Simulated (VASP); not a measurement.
# BP (strained zincblende): one PBE single-point calculation in two programs

```
B P
1.0
     0.00000    2.35905    2.35905
     2.35905    0.00000    2.35905
     2.35905    2.35905    0.00000
B P
1 1
Direct
  0.00000 0.00000 0.00000
  0.25000 0.25000 0.25000
```

Each program uses its own PAW datasets. VASP's cell holds 8 valence electrons and Ansatz's 8. Ansatz's stress includes a Pulay correction; VASP's doesn't.

Cutoffs: 520 eV in VASP, 420 eV in Ansatz. k meshes: 10×10×10 and 10×10×10.

|  | VASP | Ansatz |
| --- | --- | --- |
| gap between bands v and c | 1.39 eV | 1.39 eV |
| least direct gap | 3.25 eV | 3.25 eV |
| pressure | -14.5 GPa | -14.4 GPa |

Band v is the last that the valence electrons fill when counted band by band, and c is the next. Levels in eV from the top of v, Ansatz:

```tsv
point	v−1	v	c	c+1
Γ	0.00	0.00	3.25	3.25
X	-3.70	-3.70	1.55	1.77
K	-5.50	-3.15	2.25	5.73
L	-1.61	-1.61	3.11	4.63
W	-5.02	-4.82	5.35	6.51
```

VASP:

```tsv
point	v−1	v	c	c+1
Γ	0.00	0.00	3.25	3.25
X	-3.70	-3.70	1.54	1.77
K	-5.50	-3.15	2.25	5.74
L	-1.61	-1.61	3.11	4.63
W	-5.02	-4.82	5.36	6.52
```
